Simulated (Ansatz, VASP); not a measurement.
Ca4F: VASP beside Ansatz

Contents of INCAR:

```
SYSTEM = Ca4F
ALGO = Normal ; EDIFF = 1E-6
EDIFFG = -0.04 ; ENCUT = 600
GGA = PE ; IBRION = 2
ISIF = 3 ; ISMEAR = 0
LASPH = .True. ; LCHARG = .False.
LREAL = .False. ; LWAVE = .False.
NELM = 100 ; NSW = 90
PREC = Accurate ; SIGMA = 0.1
```

Contents of KPOINTS:

```
k-points
0
Gamma
  4 4 4
  0 0 0
```

Contents of POSCAR:

```
Ca4F
1.0
    0.0000000000      3.8617020200      3.8617020200
    3.8617020200      0.0000000000      3.8617020200
    3.8617020200      3.8617020200      0.0000000000
Ca F
4 1
Direct
    0.3763068000      0.3763068000      0.3763068000
    0.3763068000      0.3763068000      0.8710795900
    0.3763068000      0.8710795900      0.3763068000
    0.8710795900      0.3763068000      0.3763068000
    0.5000000000      0.5000000000      0.5000000000
```

Input for Ansatz:

```yaml
crystal:
  lattice:
    - [0.0, 3.86170202, 3.86170202]
    - [3.86170202, 0.0, 3.86170202]
    - [3.86170202, 3.86170202, 0.0]
  atoms:
    - { symbol: Ca, position: [0.3763068, 0.3763068, 0.3763068] }
    - { symbol: Ca, position: [0.3763068, 0.3763068, 0.87107959] }
    - { symbol: Ca, position: [0.3763068, 0.87107959, 0.3763068] }
    - { symbol: Ca, position: [0.87107959, 0.3763068, 0.3763068] }
    - { symbol: F, position: [0.5, 0.5, 0.5] }
basis:
  ecutwfc: 420
kpoints:
  mp_grid: { grid: [4, 4, 4] }
hamiltonian:
  xc: pbe
scf:
  occupations: { method: gaussian, width: 0.1 }
  lower_state_search: "off"
output:
  forces: true
  stress: true
  eigenvalues: true
relax:
  adjacent_minimum: "off"
  f_tol: 0.04
  max_steps: 70
  cell: { stress_tol: 0.4 }
```

Alike in both runs: task relaxation of cell and atoms; functional PBE; k mesh 4 × 4 × 4; occupations gaussian, width 0.1 eV; no spin polarisation.

|  | VASP | Ansatz |
| --- | --- | --- |
| version | VASP 6.6.1 | Ansatz 0.2.0 |
| potentials or method | VASP PAW PBE potentials, release 64 (Ca_sv, F) | scalar-relativistic, plane waves, PAW |
| plane-wave cutoff (eV) | 600 | 420 |
| valence electrons in the cell | 47 | 47 |

```tsv
	VASP	Ansatz	Ansatz less VASP
gap on the k mesh at the Fermi level, each at its own relaxed structure (eV)	none	none	-
relaxed volume (Å³/atom)	52.59	61.61	+9.016
relaxed cell length with the largest relative difference (Å)	7.191	7.581	+0.3895
energy change over the relaxation (meV/atom)	-3775	-3865	-90.2
```

A gap of «none» marks a metal or a gap that the smearing closes. One of these differences is far larger than is usual between the two programs; its cause wasn't traced.

Caveats: the volume moved by over 15 % at a fixed basis, so the end points are rough; an odd number of electrons without spin polarisation forces a metal; a magnetic or distorted state may lie lower.
